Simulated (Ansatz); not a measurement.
Molecular dynamics on a 2×2×1 supercell (16 atoms) of GaN (P6_3mc), relaxed with r2SCAN. Forces come from PBEsol in Ansatz: a Langevin thermostat at fixed volume, 800 K, steps of 3 fs. Spin polarisation is off, nuclei are classical, and the run is far too short for thermal averages.

```yaml
crystal:
  lattice:
    - [6.3662991625, 0.0, 0.0]
    - [-3.1831495813, 5.5133768028, 0.0]
    - [0.0, 0.0, 5.1836255286]
  atoms:
    - { symbol: Ga, position: [0.1666666667, 0.3333333333, -0.0008868509] }
    - { symbol: Ga, position: [0.3333333333, 0.1666666667, 0.4991131491] }
    - { symbol: "N", position: [0.1666666667, 0.3333333333, 0.3758868509] }
    - { symbol: "N", position: [0.3333333333, 0.1666666667, 0.8758868509] }
    - { symbol: Ga, position: [0.1666666667, 0.8333333333, -0.0008868509] }
    - { symbol: Ga, position: [0.3333333333, 0.6666666667, 0.4991131491] }
    - { symbol: "N", position: [0.1666666667, 0.8333333333, 0.3758868509] }
    - { symbol: "N", position: [0.3333333333, 0.6666666667, 0.8758868509] }
    - { symbol: Ga, position: [0.6666666667, 0.3333333333, -0.0008868509] }
    - { symbol: Ga, position: [0.8333333333, 0.1666666667, 0.4991131491] }
    - { symbol: "N", position: [0.6666666667, 0.3333333333, 0.3758868509] }
    - { symbol: "N", position: [0.8333333333, 0.1666666667, 0.8758868509] }
    - { symbol: Ga, position: [0.6666666667, 0.8333333333, -0.0008868509] }
    - { symbol: Ga, position: [0.8333333333, 0.6666666667, 0.4991131491] }
    - { symbol: "N", position: [0.6666666667, 0.8333333333, 0.3758868509] }
    - { symbol: "N", position: [0.8333333333, 0.6666666667, 0.8758868509] }
kpoints:
  mp_grid: { grid: [3, 3, 4] }
hamiltonian:
  xc: pbesol
scf:
  occupations: { method: fermi_dirac, width: 0.069 }
md:
  ensemble: nvt_langevin
  temperature: 800
  timestep: 3.0
  n_steps: 40
  initial_velocities: maxwell_boltzmann
  seed: 2252
```

Run as `ansatz run input.yaml --threads 4 --pin off --max-ram 3686MiB --backend cpu --events-out ev --progress --plain --runs-dir out`.

Q: What wall time did it need on 4 threads of Arm Neoverse V1 (shared host), load about 1.0 per core, and how much host memory at the peak?

A: About 6.3 min, with a peak of 0.93 GiB.

```tsv
step	t (fs)	T (K)	free energy F from step 0 (meV/atom)	kinetic energy (meV/atom)	largest force (eV/Å)
0	0	750	0.0	96.9	0.00
1	3	765	6.7	98.9	1.09
2	6	705	26.4	91.1	2.28
3	9	565	53.6	73.0	3.34
4	12	374	75.1	48.3	3.97
5	15	385	81.3	49.8	3.97
6	18	396	77.2	51.1	3.51
7	21	474	70.1	61.3	2.87
8	24	534	65.0	69.0	2.36
9	27	557	63.6	72.0	2.34
10	30	622	64.0	80.4	2.07
11	33	638	67.7	82.4	2.08
12	36	616	77.8	79.6	2.21
13	39	514	93.7	66.5	3.10
14	42	425	110.9	55.0	4.15
15	45	460	119.5	59.5	4.44
16	48	541	118.1	70.0	3.63
17	51	572	113.0	73.9	2.99
18	54	668	106.4	86.3	3.18
19	57	805	101.1	104.1	3.23
20	60	776	99.6	100.3	4.16
21	63	691	98.4	89.4	4.48
22	66	757	96.8	97.9	4.16
23	69	868	98.5	112.2	3.40
24	72	783	107.7	101.2	2.98
25	75	744	118.6	96.2	3.68
26	78	713	121.9	92.2	3.83
27	81	698	116.6	90.2	3.36
28	84	789	105.1	102.0	3.05
29	87	951	94.7	122.9	3.42
30	90	927	93.4	119.8	4.68
31	93	894	100.3	115.6	5.90
32	96	875	111.3	113.1	6.53
33	99	901	117.9	116.5	5.87
34	102	931	115.2	120.4	3.96
35	105	862	112.1	111.4	4.09
36	108	926	110.2	119.7	3.97
37	111	979	105.2	126.5	3.93
38	114	1039	97.5	134.3	3.72
39	117	1080	93.8	139.6	3.17
40	120	918	101.7	118.7	2.60
```

The temperature starts at 750 K, is lowest at step 4 (374 K, 12 fs) and ends at 918 K. The atoms start on their lattice sites with kinetic energy alone, so much of it first passes into potential energy. By the last step the atoms have moved 0.15 Å in the root mean square, the drift of the whole cell taken out, 0.30 Å at most.

Positions (Å) and forces (eV/Å) at step 40:
```
Ga   0.040   1.800   0.086    -1.128   1.002  -2.116
Ga   1.867   0.893   2.573    -2.305   0.158   0.534
N    0.119   1.791   1.952     0.799   0.549   0.107
N    1.585   1.067   4.537     1.947  -0.487  -0.601
Ga  -1.494   4.703  -0.013    -1.261   0.594  -0.767
Ga   0.026   3.677   2.492     0.635  -0.390   0.248
N   -1.572   4.574   1.859     1.457   0.968   0.711
N   -0.083   3.760   4.414     1.182  -1.118   0.641
Ga   3.209   1.987   0.009     0.176   0.603  -1.891
Ga   4.922   0.898   2.431    -0.986  -0.394   1.357
N    3.265   1.937   1.880     1.059  -1.019   0.636
N    4.771   1.046   4.430    -0.280  -0.388   0.676
Ga   1.484   4.633  -0.119     1.294   0.799   0.044
Ga   3.294   3.699   2.594    -0.710   0.490   0.070
N    1.701   4.509   1.853    -1.286   1.031  -0.111
N    3.230   4.028   4.462    -0.593  -2.400   0.461
```
